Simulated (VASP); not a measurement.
# ZnSe (Stilleite) (F-43m) in VASP: further runs, part 2 of 2

VASP 6.6.1. The steps go on from the part before.

**4. Relaxation of cell and atoms, HSE06**

This run uses another cell than the first one, of 22.44 Å³/atom, 0.986 times its volume.

Input file POSCAR:

```
ZnSe                                    
1.0
   -0.0000000000      2.8206646089      2.8206646089
    2.8206646089      0.0000000000      2.8206646089
    2.8206646089      2.8206646089     -0.0000000000
  Zn              Se            
     1     1
Direct
     0.0000000000000000    0.0000000000000000    0.0000000000000000
     0.2500000000000000    0.2500000000000000    0.2500000000000000
```

Input file INCAR.step1:

```
SYSTEM = ZnSe
PREC     = Accurate       ! precision mode
ENCUT    = 520            ! plane-wave cutoff, eV
EDIFF    = 1E-5           ! SCF threshold, eV
ISMEAR   = 0              ! smearing method
SIGMA    = 0.03           ! smearing width, eV
LREAL    = .FALSE.        ! projectors in reciprocal space
LASPH    = .TRUE.         ! aspherical terms in the spheres
NELM     = 80             ! most SCF steps
ALGO     = Normal         ! electronic algorithm
LWAVE    = .TRUE.         ! write WAVECAR
LCHARG   = .FALSE.        ! write CHGCAR
KPAR     = 4            
GGA      = PE             ! functional
```

Input file INCAR.step2:

```
SYSTEM = ZnSe
PREC     = Accurate       ! precision mode
ENCUT    = 520            ! plane-wave cutoff, eV
EDIFF    = 1E-6           ! SCF threshold, eV
ISMEAR   = 0              ! smearing method
SIGMA    = 0.03           ! smearing width, eV
LREAL    = .FALSE.        ! projectors in reciprocal space
LASPH    = .TRUE.         ! aspherical terms in the spheres
NELM     = 80             ! most SCF steps
ALGO     = Normal         ! electronic algorithm
ISIF     = 3              ! what is computed and relaxed
LWAVE    = .FALSE.        ! write WAVECAR
LCHARG   = .FALSE.        ! write CHGCAR
GGA      = PE             ! functional
LHFCALC  = .TRUE.         ! exact exchange
HFSCREEN = 0.2            ! screening, 1/A
PRECFOCK = Fast         
IBRION   = 2              ! ionic algorithm
NSW      = 25             ! ionic steps
EDIFFG   = -0.01          ! ionic threshold
KPAR     = 4            
ISTART   = 1
```

Input file KPOINTS:

```
Automatic mesh
0
G
  6 6 6
  0 0 0
```

Potentials or basis: VASP PAW PBE potentials, release 64 (Zn, Se).

Run with:

```
$ cat potpaw_PBE.64/Zn/POTCAR potpaw_PBE.64/Se/POTCAR > POTCAR
$ cp INCAR.step1 INCAR
$ mpirun -np 4 vasp_std > vasp.out
$ cp INCAR.step2 INCAR
$ mpirun -np 4 vasp_std > vasp.out
```

OUTCAR:

```text
SYSTEM = ZnSe
   PREC = Accurate
   ENCUT = 520
   EDIFF = 1E-6
   ISMEAR = 0
   LREAL = .FALSE.
   LASPH = .TRUE.
   NELM = 80
   ISIF = 3
   GGA = PE
   LHFCALC = .TRUE.
   HFSCREEN = 0.2
   PRECFOCK = Fast
   IBRION = 2
   NSW = 25
   EDIFFG = -0.01
   ISTART = 1

 ion  position               nearest neighbor table
   1  0.000  0.000  0.000-   2 2.44   2 2.44   2 2.44   2 2.44
   2  0.250  0.250  0.250-   1 2.44   1 2.44   1 2.44   1 2.44

  LATTYP: Found a face centered cubic cell.
 ALAT       =     5.6413292178

  Lattice vectors:

 A1 = (   0.0000000000,   2.8206646089,   2.8206646089)
 A2 = (   2.8206646089,   0.0000000000,   2.8206646089)
 A3 = (   2.8206646089,   2.8206646089,   0.0000000000)

Analysis of symmetry for initial positions (statically):
=====================================================================
 Subroutine PRICEL returns:
 Original cell was already a primitive cell.

 Routine SETGRP: Setting up the symmetry group for a
 face centered cubic supercell.

 Subroutine GETGRP returns: Found 24 space group operations
 (whereof 24 operations were pure point group operations)
 out of a pool of 48 trial point group operations.

The static configuration has the point symmetry T_d .

Analysis of symmetry for dynamics (positions and initial velocities):
=====================================================================
 Subroutine PRICEL returns:
 Original cell was already a primitive cell.

 Routine SETGRP: Setting up the symmetry group for a
 face centered cubic supercell.

 Subroutine GETGRP returns: Found 24 space group operations
 (whereof 24 operations were pure point group operations)
 out of a pool of 48 trial point group operations.

The dynamic configuration has the point symmetry T_d .

 Subroutine INISYM returns: Found 24 space group operations
[... 108 lines left out ...]
     AMIX_MAG =   1.60;   BMIX_MAG =  1.00
  volume/ion in A,a.u.               =      22.44       151.44
  Fermi-wavevector in a.u.,A,eV,Ry     =   1.207269  2.281408 19.830486  1.457500
  Thomas-Fermi vector in A             =   2.342912
   LORBIT       =      0    0 simple, 1 ext, 2 COOP (PROOUT), +10 PAW based schemes
   GGA     = PE    functional components
   LHFCALC =     T    Hartree Fock is set to
   PRECFOCK=fast      Normal, Fast or Accurate (Low or Medium for compatibility)
   ENCUT4O =  -1.0   cutoff for four orbital integrals eV
   NKREDX  =     1    reduce k-point grid by
   NKREDY  =     1    reduce k-point grid by
   NKREDZ  =     1    reduce k-point grid by
   AEXX    =    0.2500 exact exchange contribution
   HFSCREEN=    0.2000 screening length (either q_TF or 0.3 A-1)
   HFSCREENC=   0.2000 screening length for correlation (either q_TF or 0.3 A-1)
   ENCUTFOCK=  -1.0 apply spherical cutoff to Coloumb kernel
   IVDW    =     0    specifies the selected vdW correction
   LEPSILON=     F    determine dielectric tensor
   LRPA    =     F    only Hartree local field effects (RPA)
 conjugate gradient relaxation of ions
 non-spin polarized calculation
 Gauss-broadening in eV      SIGMA  =   0.03
  energy-cutoff  :      520.00
  volume of cell :       44.88
 maximum number of plane-waves:      1243
 NGX is ok and might be reduce to    30
  NGX = 18; NGY = 18; NGZ = 18

--------------------------------------- Ionic step        1  -------------------------------------------

 number of electron      18.0000001 magnetization

 Free energy of the ion-electron system (eV)
  ---------------------------------------------------
  ext. energy  EPLUGINS =         0.00000000
  ---------------------------------------------------
  free energy    TOTEN  =        -7.43846282 eV

  energy without entropy =       -7.43846282  energy(sigma->0) =       -7.43846282

------------------------ aborting loop because EDIFF is reached ----------------------------------------

  FORCE on cell =-STRESS in cart. coord.  units (eV):
  Direction    XX          YY          ZZ          XY          YZ          ZX
  --------------------------------------------------------------------------------------
  -------------------------------------------------------------------------------------
  Total        0.5886667      0.5886667      0.5886667      0.0000000      0.0000000      0.0000000
  in kB       21.0133683     21.0133683     21.0133683      0.0000000      0.0000000      0.0000000
  external PRESSURE =      21.0133683 kB  Pullay stress =       0.0000000 kB
[... 59 lines left out ...]
--------------------------------------- Ionic step        3  -------------------------------------------

 number of electron      18.0000019 magnetization

 Free energy of the ion-electron system (eV)
  ---------------------------------------------------
  ext. energy  EPLUGINS =         0.00000000
  ---------------------------------------------------
  free energy    TOTEN  =        -7.44788926 eV

  energy without entropy =       -7.44788926  energy(sigma->0) =       -7.44788926

 E-fermi :   1.0164     XC(G=0):  -7.6592

 val. band max:        0.8028980646   @ k =   0.0000   0.0000   0.0000
 cond. band min:       3.1439950290   @ k =   0.0000   0.0000   0.0000
 fundamental gap:      2.3410969644
 Fermi energy:         1.0164094811

 k-point     1 :       0.0000    0.0000    0.0000
  band No.  band energies     occupation
      1     -13.4605      2.00000
      2      -7.3252      2.00000
      3      -7.3252      2.00000
      4      -7.3252      2.00000
      5      -7.0107      2.00000
      6      -7.0107      2.00000
      7       0.8029      2.00000
      8       0.8029      2.00000
      9       0.8029      2.00000
     10       3.1440      0.00000
     11       7.7684      0.00000
     12       7.7684      0.00000
     13       7.7684      0.00000
[... 267 lines left out ...]
  FREE ENERGIE OF THE ION-ELECTRON SYSTEM (eV)
  ---------------------------------------------------
  free  energy   TOTEN  =        -7.4478892625 eV

  energy  without entropy=       -7.4478892625  energy(sigma->0) =       -7.44788926

 reached required accuracy - stopping structural energy minimisation
```

OUTCAR.step1:

```text
SYSTEM = ZnSe
   PREC = Accurate
   ENCUT = 520
   EDIFF = 1E-5
   ISMEAR = 0
   LREAL = .FALSE.
   LASPH = .TRUE.
[... 467 lines left out ...]
      0.00000      0.00000      0.00000        -0.000000     -0.000000     -0.000000
      1.41033      1.41033      1.41033         0.000000      0.000000      0.000000
 -----------------------------------------------------------------------------------
    total drift:                               -0.000000     -0.000000     -0.000000

  FREE ENERGIE OF THE ION-ELECTRON SYSTEM (eV)
  ---------------------------------------------------
  free  energy   TOTEN  =        -6.0037283778 eV

  energy  without entropy=       -6.0037283778  energy(sigma->0) =       -6.00372838
```

OSZICAR.step1:

```text
N       E                     dE             d eps       ncg     rms          rms(c)
DAV:   1     0.851110869977E+02    0.85111E+02   -0.90126E+03   416   0.159E+03
DAV:   2    -0.663954416562E+00   -0.85775E+02   -0.81664E+02   441   0.278E+02
DAV:   3    -0.623883496527E+01   -0.55749E+01   -0.55349E+01   511   0.700E+01
DAV:   4    -0.629319629364E+01   -0.54361E-01   -0.54343E-01   461   0.749E+00
DAV:   5    -0.629349125099E+01   -0.29496E-03   -0.29496E-03   481   0.525E-01    0.487E+00
DAV:   6    -0.602150613392E+01    0.27199E+00   -0.69544E-01   599   0.296E+01    0.372E+00
DAV:   7    -0.600335572891E+01    0.18150E-01   -0.19829E-01   461   0.448E+00    0.156E+00
DAV:   8    -0.600337809022E+01   -0.22361E-04   -0.44303E-03   519   0.695E-01    0.476E-01
DAV:   9    -0.600362587245E+01   -0.24778E-03   -0.11291E-03   476   0.309E-01    0.681E-02
DAV:  10    -0.600371559593E+01   -0.89723E-04   -0.15472E-04   469   0.125E-01    0.181E-02
DAV:  11    -0.600372711103E+01   -0.11515E-04   -0.34044E-05   471   0.666E-02    0.583E-03
DAV:  12    -0.600372837779E+01   -0.12668E-05   -0.42566E-06   263   0.191E-02
   1 F= -.60037284E+01 E0= -.60037284E+01  d E =-.877276E-20
```

Wall time 11 min (4 MPI ranks of Intel Xeon 6975P-C (Granite Rapids), shared host); peak memory 0.27 GiB.

Results:

```yaml
Free_energy: -7.4479 eV
Relaxed_volume: 23.17 Å³/atom
Relaxed_cell: a = 4.032 Å, b = 4.032 Å, c = 4.032 Å, α = 60.00°, β = 60.00°, γ = 60.00°
Space_group_after_relaxing_to_0.05_Å: F-43m (No. 216)
Energy_gained_by_relaxing: 4.7 meV/atom
Ionic_steps: 3
Pressure_after_relaxing: 0.0 GPa
Band_gap_on_the_k_mesh: 2.34 eV, direct
```

Step by step:
```tsv
step	energy change (eV)	largest force (eV/Å)	pressure (GPa)	volume (Å³)
1	0.0000	0.0000	2.10	44.88
2	-0.0084	0.0000	-0.68	46.82
3	-0.0094	0.0000	0.03	46.34
```

Final structure:
```
Zn Se
1.0
     0.00000    2.85078    2.85078
     2.85078    0.00000    2.85078
     2.85078    2.85078    0.00000
Zn Se
1 1
Direct
  0.00000 0.00000 0.00000
  0.25000 0.25000 0.25000
```

Caveat: the PAW data sets were made with another functional, which shifts forces and pressure a little. Zero-point motion and thermal expansion aren't in these numbers.

**5. The runs side by side**

| level | k mesh | cutoff (eV) | grid for exact exchange (PRECFOCK) | screening parameter | gap on the mesh (eV) | pressure (GPa) | relaxed volume (Å³/atom) |
| --- | --- | --- | --- | --- | --- | --- | --- |
| r2SCAN | 8 × 8 × 8 | 600 | - | - | 1.87 | 0.0 | - |
| PBEsol | 8 × 8 × 8 | 600 | - | - | 1.23 | 0.0 | 22.44 |
| HSE06 | 6 × 6 × 6 | 520 | Fast | 0.2 1/A | 2.34 | 0.0 | 23.17 |

Alike in all rows: task relaxation of cell and atoms; potentials or basis VASP PAW PBE potentials, release 64 (Zn, Se); no spin polarisation; cell relaxed; smearing gaussian 0.03 eV.

Caveats: the PAW data sets were made with another functional, which shifts forces and pressure a little; the relaxation stopped at its first step, so nothing moved (some runs).

Absolute energies hang on the potentials; compare differences alone.
